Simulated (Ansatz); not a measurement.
The system is CuO.

```
CELL_PARAMETERS angstrom
0.00000 2.32725 2.32725
2.32725 0.00000 2.32725
2.32725 2.32725 0.00000
ATOMIC_POSITIONS crystal
Cu 0.00000 0.00000 0.00000
O 0.25000 0.25000 0.25000
```

Measurements of this composition are mostly on another form, of space group No. 15.

Program: Ansatz 0.2.0. Alike in all runs: potentials or basis Ansatz PAW; no spin polarisation; cell as given; k mesh 6 × 6 × 6; cutoff (eV) 420; smearing fermi-dirac 0.05 eV; the mesh is coarse, so values aren't converged. Hardware: 2 threads of Arm Neoverse V1, on a shared host.

Task: Order these runs on this cell by their wall time, lowest first.
A. task band structure; level HSE06; points for each segment of the path 4
B. task single point; level PBE0
C. task band structure; level LDA; points for each segment of the path 14

Result: C (3 s), B (17 s), A (140 s).

Caveats: all runs use coarse meshes; an odd number of electrons without spin polarisation forces a metal; a magnetic or distorted state may lie lower; the run has no spin polarisation, though such a crystal can be magnetic.

Runs at the PBE level aren't shown here.
